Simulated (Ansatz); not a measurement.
The system is Eu.

```
CELL_PARAMETERS angstrom
-2.30300 2.30300 2.30300
2.30300 -2.30300 2.30300
2.30300 2.30300 -2.30300
ATOMIC_POSITIONS crystal
Eu 0.00000 0.00000 0.00000
```

Base run:

- Program: Ansatz 0.2.0
- Functional: PBEsol
- Potentials or basis: Ansatz PAW
- Cutoff: 420 eV (not typed: the program's choice for these potentials)
- k mesh: 8 × 8 × 8
- Occupations: fermi-dirac, width 0.05 eV
- Spin: non-collinear spin, ferromagnetic start, spin-orbit coupling
- Starting moments: [[0.0, 0.0, 7.0]] μB

Its results: band gap on the k mesh none (metal or under the smearing width); pressure -2.7 GPa.

Problem. After a change of settings the same cell gave: band gap on the k mesh none (metal or under the smearing width); pressure -5.9 GPa. Which change was it?
A. spin from non-collinear spin, ferromagnetic start, spin-orbit coupling to collinear spin, ferromagnetic start; potential files from those of the base run to others of the same set; moments at the start from [0.0, 0.0, 7.0] to [8.5]
B. spin from non-collinear spin, ferromagnetic start, spin-orbit coupling to collinear spin, ferromagnetic start; potential files from those of the base run to others of the same set; moments at the start from [0.0, 0.0, 7.0] to [7.0]
C. spin from non-collinear spin, ferromagnetic start, spin-orbit coupling to collinear spin, random start; potential files from those of the base run to others of the same set; moments at the start from [0.0, 0.0, 7.0] to [4.73]
D. spin from non-collinear spin, ferromagnetic start, spin-orbit coupling to no spin polarisation; potential files from those of the base run to others of the same set

Solution. D.

Caveats: the PAW data sets come from PBE, with cores solved anew for the run's functional, which leaves a small shift of forces and pressure; the thresholds are loose for stress (some runs).

Runs at the PBE level aren't shown here.
